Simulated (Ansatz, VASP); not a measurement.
**Zn: VASP beside Ansatz**

```
Zn
1.0
     2.57097    0.00000    0.00000
    -1.28549    2.22653    0.00000
     0.00000    0.00000    4.73619
Zn
2
Cartesian
  0.0000 1.4844 1.1840
  1.2855 0.7422 3.5521
```

Alike in both runs: task single point; functional LDA; k mesh 14 × 14 × 7; occupations methfessel-paxton of order 1, width 0.01 eV; no spin polarisation.

|  | VASP | Ansatz |
| --- | --- | --- |
| version | VASP 6.6.1 | Ansatz 0.2.0 |
| potentials or method | VASP PAW LDA potentials, release 64 (Zn) | plane waves (420 eV) with PAW, scalar-relativistic |
| plane-wave cutoff (eV) | 520 | 420 |
| valence electrons in the cell | 24 | 24 |

```tsv
	VASP	Ansatz	Ansatz less VASP
pressure (GPa)	0.7	0.0	-0.74
largest component of the traceless stress (GPa)	2.03	1.80	-0.226
```

Ansatz warned: «pseudo_functional_mismatch».
